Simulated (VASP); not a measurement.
The system is HfO2.

```
Hf O
1.0
     5.11800    0.00000    0.00000
     0.00000    5.18570    0.00000
    -0.85866    0.00000    5.21387
Hf O
4 8
Direct
  0.27550 0.03970 0.20800
  0.72450 0.53970 0.29200
  0.72450 0.96030 0.79200
  0.27550 0.46030 0.70800
  0.44870 0.75810 0.48010
  0.55130 0.25810 0.01990
  0.55130 0.24190 0.51990
  0.44870 0.74190 0.98010
  0.07420 0.33160 0.34670
  0.92580 0.83160 0.15330
  0.92580 0.66840 0.65330
  0.07420 0.16840 0.84670
```

```yaml
Program: VASP 6.6.1
Task: relaxation of cell and atoms
Functional: PBE
Potentials_or_basis: VASP PAW PBE potentials, release 64 (Hf_pv, O)
Cutoff: 600 eV
k_mesh: 6 × 6 × 6
Occupations: fermi-dirac, width 0.05 eV
Spin: no spin polarisation
```

At the start: pressure 2.4 GPa; volume 11.53 Å³/atom.

Question: Where does the relaxation end?

Answer: Over 9 steps the energy falls by 3.1 meV/atom and the volume is 11.64 Å³/atom (+1.0 %); space group P2_1/c (No. 14, to 0.05 Å).

The path:
```csv
step,energy change (eV),largest force (eV/Å),pressure (GPa),volume (Å³)
1,0.0000,0.4574,2.42,138.38
2,0.0035,0.4216,-3.93,141.90
3,-0.0249,0.1883,-0.74,140.06
4,-0.0337,0.1009,0.03,139.66
5,-0.0337,0.1033,0.06,139.64
6,-0.0362,0.0428,0.06,139.64
7,-0.0368,0.0494,0.07,139.64
8,-0.0372,0.0391,0.00,139.75
9,-0.0372,0.0195,0.02,139.72
```

Final structure:
```cif
data_structure
_symmetry_space_group_name_H-M 'P 1'
_symmetry_Int_Tables_number 1
_cell_length_a 5.1327
_cell_length_b 5.1945
_cell_length_c 5.3154
_cell_angle_alpha 90.000
_cell_angle_beta 99.628
_cell_angle_gamma 90.000
_cell_volume 139.72
loop_
_atom_site_label
_atom_site_type_symbol
_atom_site_fract_x
_atom_site_fract_y
_atom_site_fract_z
_atom_site_occupancy
Hf1 Hf 0.27605 0.04264 0.20766 1
Hf2 Hf 0.72395 0.54264 0.29234 1
Hf3 Hf 0.72395 0.95736 0.79234 1
Hf4 Hf 0.27605 0.45736 0.70766 1
O1 O 0.44815 0.75767 0.47844 1
O2 O 0.55185 0.25767 0.02156 1
O3 O 0.55185 0.24233 0.52156 1
O4 O 0.44815 0.74233 0.97844 1
O5 O 0.06926 0.33261 0.34489 1
O6 O 0.93073 0.83261 0.15510 1
O7 O 0.93074 0.66739 0.65511 1
O8 O 0.06926 0.16739 0.84489 1
```
